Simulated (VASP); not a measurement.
Input of a VASP 6.6.1 run:

File INCAR:

```
SYSTEM = BaTiO3
PREC = Accurate
ENCUT = 520
EDIFF = 1E-6
ISMEAR = 0
SIGMA = 0.02
LREAL = .False.
LASPH = .True.
NELM = 100
ALGO = Normal
ISIF = 2
LWAVE = .False.
LCHARG = .False.
MAGMOM = 0 0 0 0 0 0 0 0 0 0 0 0 0 0 0
LORBIT = 11
LSORBIT = .True.
GGA_COMPAT = .False.
LMAXMIX = 4
GGA = CA
NBANDS = 55
KPAR = 4
```

KPOINTS

```
Automatic mesh
0
Gamma
  6 6 6
  0 0 0
```

Contents of POSCAR:

```
BaTiO3
1.0
    4.0060000000      0.0000000000      0.0000000000
    0.0000000000      4.0060000000      0.0000000000
    0.0000000000      0.0000000000      4.0060000000
Ba Ti O
1 1 3
Direct
    0.5000000000      0.5000000000      0.5000000000
    0.0000000000      0.0000000000      0.0000000000
    0.0000000000      0.0000000000      0.5000000000
    0.0000000000      0.5000000000      0.0000000000
    0.5000000000      0.0000000000      0.0000000000
```

KPOINTS_OPT

```
path GXMGRX,MR
10
line-mode
reciprocal
 0.0000000000  0.0000000000  0.0000000000  G
 0.0000000000  0.5000000000  0.0000000000  X

 0.0000000000  0.5000000000  0.0000000000  X
 0.5000000000  0.5000000000  0.0000000000  M

 0.5000000000  0.5000000000  0.0000000000  M
 0.0000000000  0.0000000000  0.0000000000  G

 0.0000000000  0.0000000000  0.0000000000  G
 0.5000000000  0.5000000000  0.5000000000  R

 0.5000000000  0.5000000000  0.5000000000  R
 0.0000000000  0.5000000000  0.0000000000  X

 0.5000000000  0.5000000000  0.0000000000  M
 0.5000000000  0.5000000000  0.5000000000  R
```

Potentials or basis: VASP PAW LDA potentials, release 64 (Ba_sv, Ti_sv, O).

Run with:

```sh
$ cat potpaw_LDA.64/Ba_sv/POTCAR potpaw_LDA.64/Ti_sv/POTCAR potpaw_LDA.64/O/POTCAR > POTCAR
$ mpirun -np 4 vasp_ncl > vasp.out
```

(1) What does it give for the pressure?

## Answers

(1) -7.3 GPa.
